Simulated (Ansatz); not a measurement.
**ZnSe (Stilleite) in Ansatz: the effect of functional**

ZnSe (Stilleite):

```
Se Zn
1.0
     0.00000    2.83380    2.83380
     2.83380    0.00000    2.83380
     2.83380    2.83380    0.00000
Se Zn
1 1
Direct
  0.75000 0.75000 0.75000
  0.00000 0.00000 0.00000
```

Alike in all runs:

```yaml
Program: Ansatz 0.2.0
Task: single point
Potentials_or_basis: all-electron PAW datasets made for the crystal
k_mesh: 4 × 4 × 4
Occupations: fermi-dirac, width 0.05 eV
Spin: no spin polarisation
```

```tsv
functional	cutoff	gap on the mesh (eV)	pressure (GPa)
PBE	220 eV (chosen from the basis error)	1.28	2.5
HSE06	400 eV (chosen from the basis error)	2.44	1.5
PBE0	400 eV (chosen from the basis error)	?	?
```

**Question.** What does the run with functional PBE0 give?

**Answer.** gap on the mesh 3.11 eV; pressure 1.3 GPa.

Caveats: all runs use coarse meshes.

The runs don't all hold the same shells in valence.
